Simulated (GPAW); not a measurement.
# SnSe (Fm-3m) in GPAW: further runs, part 3 of 4

GPAW 26.7.0.

### 5 Dielectric tensor, PBE

This run uses another cell than the first one, of 28.91 Å³/atom, 1.060 times its volume.

run.py

```python
import numpy as np
from ase import Atoms
from ase.dft.bandgap import bandgap
from ase.io import write
from gpaw import GPAW, PW
from gpaw.response.df import DielectricFunction

atoms = Atoms(['Sn', 'Se'],
              cell=[[0.0, 3.0690345955, 3.0690345955],
                    [3.0690345955, 0.0, 3.0690345955],
                    [3.0690345955, 3.0690345955, 0.0]],
              scaled_positions=[[0.0, 0.0, 0.0],
                                [0.5, 0.5, 0.5]],
              pbc=True)

calc = GPAW(mode=PW(400),
            xc='PBE',
            kpts={'size': (6, 6, 6), 'gamma': True},
            occupations={'name': 'fermi-dirac', 'width': 0.001},
            nbands=19,
            convergence={'density': 1e-06},
            maxiter=150,
            txt='gpaw.txt')
atoms.calc = calc
energy = atoms.get_potential_energy()
calc.write('gs.gpw')
write('result.traj', atoms)
print(f'Energy: {energy:.6f} eV')
print('Fermi level:', round(calc.get_fermi_level(), 4), 'eV')
print(f'Gap: {bandgap(calc)[0]:.4f} eV, direct: {bandgap(calc, direct=True)[0]:.4f} eV')

for size in [(19, 19, 19)]:
    name = 'x'.join(str(n) for n in size)
    dense = calc.fixed_density(kpts={'size': size, 'gamma': True},
                               nbands=36, convergence={'bands': 30, 'eigenstates': 1e-7},
                               update_fermi_level=True, txt=f'dense-{name}.txt')
    dense.write(f'{name}.gpw', mode='all')
    df = DielectricFunction(f'{name}.gpw', frequencies=np.array([0.0]), hilbert=False, eta=0.001,
                            ecut=80, nbands=30, intraband=False, txt=f'df-{name}.txt')
    for xc in ['RPA']:
        for direction in ['x', 'y', 'z', [0, 1, 1], [1, 0, 1], [1, 1, 0]]:
            e0, e = df.get_macroscopic_dielectric_constant(xc=xc, direction=direction)
            print(f'{name} {xc} {direction}: {e0:.4f} without, {e:.4f} with local fields')
```

Potentials or basis: GPAW PAW data sets (gpaw-data 1.2.1), pw.

The run is started by

```bash
$ OMP_NUM_THREADS=1 python run.py
```

gpaw.txt:

```text
__  _  _
 | _ |_)|_||  |
 |__||  | ||/\| - 26.7.0

Input parameters:
  mode=PW(ecut=400.0),
  convergence={'density': 1e-06},
  kpts=MonkhorstPack(size=(6, 6, 6), gamma=True),
  maxiter=150,
  nbands=19,
  occupations=Occupations(name='fermi-dirac', width=0.001),
  xc=XC(name='PBE')

Diagonalizing LCAO Hamiltonian
Converting LCAO to pw mode

                Se

       Sn

Atoms  # Å, Bohr magnetons
|   | symbol |        x |        y |        z |    initial magnetic moments |
|---|--------|----------|----------|----------|-----------------------------|
| 0 |     Sn | 0.000000 | 0.000000 | 0.000000 | ( 0.0000,  0.0000,  0.0000) |
| 1 |     Se | 3.069035 | 3.069035 | 3.069035 | ( 0.0000,  0.0000,  0.0000) |

Unit cell  # Å
| periodic |        x |        y |        z |  lengths |    angles |
|----------|----------|----------|----------|----------|-----------|
|      yes | 0.000000 | 3.069035 | 3.069035 | 4.340270 | 60.000000 |
|      yes | 3.069035 | 0.000000 | 3.069035 | 4.340270 | 60.000000 |
|      yes | 3.069035 | 3.069035 | 0.000000 | 4.340270 | 60.000000 |

Number of symmetries: 48
Symmetry operations  # r_c * U_cc + t_c -> r_c
|    | kind |            matrix            |
|----|------|------------------------------|
|  0 |  σ   |  1, 0, 0,  1, 0,-1,  1,-1, 0 |
|  1 |  C2  |  1, 0, 0,  1,-1, 0,  1, 0,-1 |
|  2 |  E   |  1, 0, 0,  0, 1, 0,  0, 0, 1 |
|  3 |  σ   |  1, 0, 0,  0, 0, 1,  0, 1, 0 |
|  4 |  C4  |  1, 0,-1,  1, 0, 0,  1,-1, 0 |
|  5 |  S6  |  1, 0,-1,  1,-1, 0,  1, 0, 0 |
|  6 |  σ   |  1, 0,-1,  0, 1,-1,  0, 0,-1 |
|  7 |  C3  |  1, 0,-1,  0, 0,-1,  0, 1,-1 |
|  8 |  S6  |  1,-1, 0,  1, 0, 0,  1, 0,-1 |
|  9 |  C4  |  1,-1, 0,  1, 0,-1,  1, 0, 0 |
| 10 |  C3  |  1,-1, 0,  0,-1, 1,  0,-1, 0 |
| 11 |  σ   |  1,-1, 0,  0,-1, 0,  0,-1, 1 |
| 12 |  σ   |  0, 1, 0,  1, 0, 0,  0, 0, 1 |
| 13 |  C4  |  0, 1, 0,  0, 1,-1, -1, 1, 0 |
| 14 |  C3  |  0, 1, 0,  0, 0, 1,  1, 0, 0 |
| 15 |  S6  |  0, 1, 0, -1, 1, 0,  0, 1,-1 |
| 16 |  C2  |  0, 1,-1,  1, 0,-1,  0, 0,-1 |
| 17 |  σ   |  0, 1,-1,  0, 1, 0, -1, 1, 0 |
| 18 |  S4  |  0, 1,-1,  0, 0,-1,  1, 0,-1 |
| 19 |  C4  |  0, 1,-1, -1, 1, 0,  0, 1, 0 |
| 20 |  C3  |  0, 0, 1,  1, 0, 0,  0, 1, 0 |
| 21 |  σ   |  0, 0, 1,  0, 1, 0,  1, 0, 0 |
| 22 |  S6  |  0, 0, 1,  0,-1, 1, -1, 0, 1 |
| 23 |  C4  |  0, 0, 1, -1, 0, 1,  0,-1, 1 |
| 24 |  S4  |  0, 0,-1,  1, 0,-1,  0, 1,-1 |
| 25 |  C3  |  0, 0,-1,  0, 1,-1,  1, 0,-1 |
| 26 |  C2  |  0, 0,-1,  0,-1, 0, -1, 0, 0 |
| 27 |  S6  |  0, 0,-1, -1, 0, 0,  0,-1, 0 |
| 28 |  S4  |  0,-1, 1,  1,-1, 0,  0,-1, 0 |
| 29 |  C4  |  0,-1, 1,  0, 0, 1, -1, 0, 1 |
| 30 |  C2  |  0,-1, 1,  0,-1, 0,  1,-1, 0 |
| 31 |  σ   |  0,-1, 1, -1, 0, 1,  0, 0, 1 |
| 32 |  C3  |  0,-1, 0,  1,-1, 0,  0,-1, 1 |
| 33 |  S6  |  0,-1, 0,  0, 0,-1, -1, 0, 0 |
| 34 |  S4  |  0,-1, 0,  0,-1, 1,  1,-1, 0 |
| 35 |  C2  |  0,-1, 0, -1, 0, 0,  0, 0,-1 |
| 36 |  C2  | -1, 1, 0,  0, 1, 0,  0, 1,-1 |
| 37 |  S6  | -1, 1, 0,  0, 1,-1,  0, 1, 0 |
| 38 |  S4  | -1, 1, 0, -1, 0, 1, -1, 0, 0 |
| 39 |  C3  | -1, 1, 0, -1, 0, 0, -1, 0, 1 |
| 40 |  S6  | -1, 0, 1,  0, 0, 1,  0,-1, 1 |
| 41 |  C2  | -1, 0, 1,  0,-1, 1,  0, 0, 1 |
| 42 |  C3  | -1, 0, 1, -1, 1, 0, -1, 0, 0 |
| 43 |  S4  | -1, 0, 1, -1, 0, 0, -1, 1, 0 |
| 44 |  C2  | -1, 0, 0,  0, 0,-1,  0,-1, 0 |
| 45 |  i   | -1, 0, 0,  0,-1, 0,  0, 0,-1 |
| 46 |  σ   | -1, 0, 0, -1, 1, 0, -1, 0, 1 |
| 47 |  C2  | -1, 0, 0, -1, 0, 1, -1, 1, 0 |

BZ-sampling:
  Number of BZ points: 216
  Number of IBZ points: 16

  Monkhorst-Pack size: [6, 6, 6]
  Monkhorst-Pack shift: [0.08333333333333333, 0.08333333333333333, 0.08333333333333333]

K-points  # in reciprocal-cell coordinates
|     |                                coordinates |     weight |
|-----|--------------------------------------------|------------|
|   0 | (  0.00000000,   0.00000000,   0.00000000) | 0.00462963 |
|   1 | (  0.16666667,   0.16666667,   0.00000000) | 0.02777778 |
|   2 | (  0.16666667,   0.16666667,   0.16666667) | 0.03703704 |
|   3 | (  0.33333333,   0.16666667,   0.16666667) | 0.05555556 |
|   4 | (  0.33333333,   0.33333333,  -0.33333333) | 0.05555556 |
|   5 | (  0.33333333,   0.33333333,   0.00000000) | 0.02777778 |
|   6 | (  0.33333333,   0.33333333,   0.16666667) | 0.11111111 |
|   7 | (  0.33333333,   0.33333333,   0.33333333) | 0.03703704 |
|   8 | (  0.50000000,   0.33333333,  -0.33333333) | 0.11111111 |
|   9 | (  0.50000000,   0.33333333,  -0.16666667) | 0.05555556 |
| ... |                                            |            |
|  15 | (  0.50000000,   0.50000000,   0.50000000) | 0.01851852 |

Plane wave coefficients: 1067
Cutoff: 400.0 eV

Spin-components: 1 (collinear spins)
Bands:           19
Projectors:      11
Spin-degeneracy: 2
Datatype:        complex128

Parallelization:
  kpt:    1
  domain: 1
  band:   1

Density:
  Valence electrons: 20.0
  Components: 1
  Grid points: [21 21 21]
  Charge: 0.0  # |e|

Potential:
  Grid points: [21 21 21]

species:
  Sn:
    name:    Tin
    Z:       50.0
    valence: 14
    core:    36
    charge:  0.0  # [|e|]
    compensation charges:
      type: gauss
      rc: 0.38  # [Å]
      lmax: 2
    cutoffs:
      filter: 2.23  # [Å]
      core: 2.35  # [Å]
    projectors
    | kind |    occ | energy [eV] | rcut [Å] |
    |------|--------|-------------|----------|
    |   5s |  2.000 |     -10.538 |    1.201 |
    |   5p |  2.000 |      -3.696 |    1.270 |
    |   4d | 10.000 |     -25.845 |    1.185 |
    |    s |        |      16.674 |    1.201 |
    |    p |        |      23.515 |    1.270 |
    |    d |        |       1.367 |    1.185 |

    Using partial waves for Sn as LCAO basis

  Se:
    name:    Selenium
    Z:       34.0
    valence: 6
    core:    28
    charge:  0.0  # [|e|]
    compensation charges:
      type: gauss
      rc: 0.27  # [Å]
      lmax: 2
    cutoffs:
      filter: 1.77  # [Å]
      core: 2.67  # [Å]
    projectors
    | kind |    occ | energy [eV] | rcut [Å] |
    |------|--------|-------------|----------|
    |   4s |  2.000 |     -17.277 |    0.847 |
    |   4p |  4.000 |      -6.512 |    1.005 |
    |    s |        |       9.935 |    0.847 |
    |    p |        |      20.699 |    1.005 |
    |    d |        |       0.000 |    0.847 |

    Using partial waves for Se as LCAO basis

Reference energy: -234114.225438  # eV

eigensolver:
  PPCG
  Converge bands: occupied
  niter=2

density mixing:
  MSR1-Mixer
  Pratt-step length: 0.05
  Maximum mixing coefficient: 0.75
  Old densities: 10
  SVD Regularization: 0.005
  Good broyden scale: 1.0
  Trust region scale: 1.0
  Backstep threshold: 4.0
  History deletion threshold: 6.0
  Fourier metric: weight=20.0, sigma=0.015

occupation numbers:
  Fermi-Dirac:
    width: 0.0010  # eV

poisson solver:
  ecut: 3200.0  # eV

xc functional:
  name: PBE with 2 nearest neighbor stencil

convergence criteria:
- Maximum integral of absolute [dens]ity change: 1e-06 electrons / valence electron
- Maximum [total energy] change in last 3 cyles: 0.0005 eV / valence electron
- Maximum integral of absolute [eigenst]ate change: 4e-08 eV^2 / valence electron
maximum number of iterations: 150

SCF iterations
|iter     | |      energy | eigst |  dens |
|---------|-|-------------|-------|-------|
|iter:   1| |   -8.457577 | -0.37 |       |
|iter:   2| |   -8.413095 | -2.48 | -1.29 |
|iter:   3| |   -8.276033 | -2.35 | -1.33 |
|iter:   4| |   -8.277652 | -4.21 | -1.95 |
|iter:   5| |   -8.278255c| -4.74 | -2.34 |
|iter:   6| |   -8.278269c| -6.04 | -3.22 |
|iter:   7| |   -8.278271c| -7.26 | -3.81 |
|iter:   8| |   -8.278271c| -7.61c| -4.67 |
|iter:   9| |   -8.278271c| -8.26c| -5.36 |
|iter:  10| |   -8.278271c| -8.89c| -5.93 |
|iter:  11| |   -8.278271c| -9.15c| -6.45c|

Converged in 11 steps
Energy contributions relative to reference atoms: (reference = -234114.225438)

Energy contributions:
  Kinetic:           9.856248
  Coulomb:         -11.026796
  Zero:              0.021038
  External:          0.000000
  Xc:               -7.128760
  Entropy:          -0.000000
  Spinorbit:         0.000000
  ----------------------------
  Free energy:      -8.278271
  Extrapolated:     -8.278271

dipole moment: (-20.812755, -20.812755, -20.812755)  # |e|*Ang

Fermi level: 5.493
Eigenvalues  # (at kpt = [0.000, 0.000, 0.000])
| band index |      eig [eV] | occ [0-2] |
|------------|---------------|-----------|
|          0 |       -16.189 |     2.000 |
|        ... |               |           |
|          2 |       -16.189 |     2.000 |
|          3 |       -16.188 |     2.000 |
|          4 |       -16.188 |     2.000 |
|          5 |        -8.086 |     2.000 |
|          6 |         0.172 |     2.000 |
|          7 |         3.364 |     2.000 |
[... 9 lines left out ...]
|         17 |        13.505 |     0.000 |
|         18 |        13.727 |     0.000 |

Gap: 0.343 eV
Transition (v -> c):
  (s=0, k=15, n=9, [0.50, 0.50, 0.50]) -> (s=0, k=15, n=10, [0.50, 0.50, 0.50])
No difference between direct/indirect transitions
# Writing to gs.gpw (mode='')
```

Wall time 3.6 min (1 thread of Arm Neoverse V1, shared host); peak memory 0.47 GiB.

What came out:

```yaml
Free_energy: -8.2783 eV
Band_gap_on_the_k_mesh: 0.34 eV, direct
Electronic_dielectric_tensor_diagonal: 45.80
```

Electronic dielectric tensor:
```
45.80  0.00  0.00
 0.00 45.80  0.00
 0.00  0.00 45.80
```

Caveat: the gap is small at this level, which inflates the dielectric constant; the long-wavelength limit can be off by a per cent or two; spin-orbit coupling is left out, which moves the levels of the heavy elements; an odd mesh through Γ misses points on the zone boundary, where band edges often lie.

[end of part 3 of 4]
